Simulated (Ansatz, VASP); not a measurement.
# KCl: VASP beside Ansatz

```
K Cl
1.0
     0.00000    3.56871    3.56871
     3.56871    0.00000    3.56871
     3.56871    3.56871    0.00000
K Cl
1 1
Direct
  0.00000 0.00000 0.00000
  0.25000 0.25000 0.25000
```

Alike in both runs: task single point; functional PBE; k mesh 6 × 6 × 6; no spin polarisation.

|  | VASP | Ansatz |
| --- | --- | --- |
| version | VASP 6.6.1 | Ansatz 0.2.0 |
| potentials or method | VASP PAW PBE potentials, release 64 (K_sv, Cl) | plane waves, PAW |
| plane-wave cutoff (eV) | 520 | 420 |
| occupations | gaussian, width 0.01 eV | fixed |
| valence electrons in the cell | 16 | 16 |

```tsv
	VASP	Ansatz	Ansatz less VASP
gap on the k mesh at the Fermi level (eV)	4.67	4.67	+0.001
pressure (GPa)	-0.3	-0.3	-0.01
```

A k mesh can miss the band edges.
